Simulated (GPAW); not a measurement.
Consider CdS (zinc-blende (ZnS)1-x(CdS)x, x = 1, F-43m).

```cif
data_structure
_symmetry_space_group_name_H-M 'P 1'
_symmetry_Int_Tables_number 1
_cell_length_a 8.2307
_cell_length_b 8.2307
_cell_length_c 8.2307
_cell_angle_alpha 60.000
_cell_angle_beta 60.000
_cell_angle_gamma 60.000
_cell_volume 394.27
loop_
_atom_site_label
_atom_site_type_symbol
_atom_site_fract_x
_atom_site_fract_y
_atom_site_fract_z
_atom_site_occupancy
Cd1 Cd 0.00000 0.00000 0.00000 1
S2 S 0.12500 0.12500 0.12500 1
Cd3 Cd 0.00000 0.00000 0.50000 1
S4 S 0.12500 0.12500 0.62500 1
Cd5 Cd 0.00000 0.50000 0.00000 1
S6 S 0.12500 0.62500 0.12500 1
Cd7 Cd 0.00000 0.50000 0.50000 1
S8 S 0.12500 0.62500 0.62500 1
Cd9 Cd 0.50000 0.00000 0.00000 1
S10 S 0.62500 0.12500 0.12500 1
Cd11 Cd 0.50000 0.00000 0.50000 1
S12 S 0.62500 0.12500 0.62500 1
Cd13 Cd 0.50000 0.50000 0.00000 1
S14 S 0.62500 0.62500 0.12500 1
Cd15 Cd 0.50000 0.50000 0.50000 1
S16 S 0.62500 0.62500 0.62500 1
```

Absorber: atom 2, with 4 Cd at 2.52 Å (tetrahedral). Method: GPAW, LDA, excited-electron core hole (neutral cell), 16-atom cell with 8.2 Å between holes, 4×4×4 k points, dipole transitions, Gaussian full width 0.9 eV up to 4 eV, rising linearly to 3.5 eV at 25 eV.

What does the S K edge look like?

Main maxima up to 24 eV above the zero (height): 3.3 eV (2.15), 6.2 eV (1.87) and 14.3 eV (1.36). A K edge sees empty p states on the absorber. The total-energy difference is 2474.28 eV. One term is added: -16.82 eV, since the hole is spin-paired here and a spin-polarised one costs that much less in the free atom (computed apart). The photon energy is then 2457.46 eV. The functional leaves an error in such absolute values: in the free atom LDA prices this hole 9.1 eV below PBE (computed apart), and PBE is itself good to a few eV.

The S K spectrum (energy from the bottom of the conduction band, which holds the excited electron; intensity scaled to a mean of 1 over the first 20 eV):

```csv
E (eV),intensity
-2.0,0.00
-1.5,0.00
-1.0,0.00
-0.5,0.00
0.0,0.01
0.5,0.06
1.0,0.21
1.5,0.52
2.0,0.99
2.5,1.55
3.0,2.03
3.5,2.07
4.0,1.80
4.5,1.62
5.0,1.25
5.5,1.35
6.0,1.80
6.5,1.75
7.0,1.33
7.5,1.13
8.0,0.98
8.5,0.86
9.0,0.81
9.5,0.67
10.0,0.47
10.5,0.36
11.0,0.39
11.5,0.50
12.0,0.66
12.5,0.86
13.0,1.08
13.5,1.26
14.0,1.35
14.5,1.35
15.0,1.28
15.5,1.16
16.0,1.01
16.5,0.88
17.0,0.77
17.5,0.70
18.0,0.66
18.5,0.65
19.0,0.66
19.5,0.69
20.0,0.72
20.5,0.75
21.0,0.78
21.5,0.81
22.0,0.85
22.5,0.90
23.0,0.98
23.5,1.06
24.0,1.14
24.5,1.19
25.0,1.22
25.5,1.23
26.0,1.21
26.5,1.17
27.0,1.13
27.5,1.09
28.0,1.06
28.5,1.04
29.0,1.04
29.5,1.04
```

The mesh is coarse (0.23 Å⁻¹ between points), so small maxima may be mesh ripples.

[Banner, clock and machine lines of the logs are left out without a mark of their own.]

[Logs are printed without paths, hosts, clocks, repeated set-up lines and the standing remarks that a program may print on its own settings, such as how far it seeks lower states.]

[Hosts, paths, dates, database ids (printed as entryN), source tags and the programs' standing remarks are cut or masked in the printed files.]

[Lists of maxima count a maximum above −3 eV only where it reaches 4 % of the highest in the window and stands out from its surroundings by 2 % of it (1.5 % where it reaches 55 %); shoulders and weaker maxima are passed over, and of the rest the first, up to two pre-edge ones and the few strongest are named.]
